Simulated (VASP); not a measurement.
Runs of VASP 6.6.1 on Zn. All rows change the cell; the cell of one of them follows. Symmetry: I4/mmm, No. 139, tetragonal system. Conventional cell: a = 3.044 Å, b = 3.044 Å, c = 3.185 Å, α = 90.00°, β = 90.00°, γ = 90.00°. Around Zn (site symmetry 4/mmm) lie 12 Zn at 2.68 to 3.04 Å. This isn't the form of Zn at room conditions, which is hcp.

```tsv
cell	gap on the mesh (eV)	pressure (GPa)
strain -0.030 along x and y, +0.015 along z, atoms carried along	none	3.3
strain +0.030 along x and y, +0.030 along z, atoms carried along	none	(a)
strain -0.030 along x and y, -0.015 along z, atoms carried along	none	6.0
strain +0.030 along x and y, +0.000 along z, atoms carried along	none	-3.2
```

Alike in all rows: task single point; level PBE; potentials or basis VASP PAW PBE potentials, release 64 (Zn); no spin polarisation; k mesh 22 × 22 × 22; cutoff (eV) 520; smearing gaussian 0.15 eV.

Fill in the values left out.

(a) -4.5.

A gap of «none» marks a metal or a gap under the smearing width.
